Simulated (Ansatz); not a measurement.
Si2W (I4/mmm), γ-surface

Computed with DFT PBE, scalar-relativistic, plane waves, PAW in Ansatz 0.2.0. Cutoff 420 eV, Γ-centred 11×15×4 k-points, Gaussian smearing of 0.15 eV. Spin–orbit coupling is left out, which can shift energies with elements as heavy as these. No spin polarisation. Energies are free energies at this smearing, counted from the undisturbed cell; pressure is positive in compression.

The starting cell (relaxed at this level):

```yaml
crystal:
  lattice:
    - [-1.61450, 1.61450, -3.93341]
    - [-3.22900, 0.00000, 0.00000]
    - [-1.61450, 11.30148, 3.93341]
  atoms:
    - { symbol: Si, position: [0.41449, 0.25093, 0.04184] }
    - { symbol: Si, position: [0.66449, 0.00093, 0.29184] }
    - { symbol: Si, position: [0.91449, 0.75093, 0.54184] }
    - { symbol: Si, position: [0.16449, 0.50093, 0.79184] }
    - { symbol: Si, position: [0.83551, 0.49907, 0.12456] }
    - { symbol: Si, position: [0.08551, 0.24907, 0.37456] }
    - { symbol: Si, position: [0.33551, 0.99907, 0.62456] }
    - { symbol: Si, position: [0.58551, 0.74907, 0.87456] }
    - { symbol: W, position: [0.25000, 0.75000, 0.20820] }
    - { symbol: W, position: [0.50000, 0.50000, 0.45820] }
    - { symbol: W, position: [0.75000, 0.25000, 0.70820] }
    - { symbol: W, position: [0.00000, 0.00000, 0.95820] }
```

Vector c is tilted by p·a + q·b with the atoms' Cartesian places fixed: one unrelaxed fault a cell on a (0 1 1) plane of area 13.73 Å². Points are written (p, q).

Energy above the undisturbed cell in mJ/m² (a dash: not computed):

```csv
p \ q,0.000,0.167,0.333,0.500,0.667,0.833
0.000,0,1359,4756,6886,4756,1359
0.167,3761,–,6058,–,4792,–
0.333,21586,–,5351,–,21586,–
0.667,21992,–,21992,–,–,–
```

Cost: 10 runs of about 36 core-minutes in all, on Oxide Virtual Turin-like Processor (Zen 5) (shared hosts).